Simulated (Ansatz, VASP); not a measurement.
# Ir in VASP and in Ansatz

```
Ir
1.0
     0.00000    1.92285    1.92285
     1.92285    0.00000    1.92285
     1.92285    1.92285    0.00000
Ir
1
Direct
  0.00000 0.00000 0.00000
```

Alike in both runs: task single point; functional r2SCAN; k mesh 14 × 14 × 14; occupations fermi-dirac, width 1 eV; no spin polarisation.

```csv
,VASP,Ansatz
version,VASP 6.6.1,Ansatz 0.2.0
potentials or method,"VASP PAW PBE potentials, release 64 (Ir)","plane waves (500 eV) with PAW, scalar-relativistic"
plane-wave cutoff (eV),520,500
valence electrons in the cell,9,17
```

Ansatz gave:

```
pressure (GPa) : 23.0
```

Problem. Estimate VASP's values.

Solution. Pressure (GPa): 25.7.

The two sets of potentials don't hold the same shells in valence.

Caveats: the PAW data sets were made with another functional, which shifts forces and pressure a little (VASP). The runs have no spin-orbit coupling, so splittings on Ir are missing.
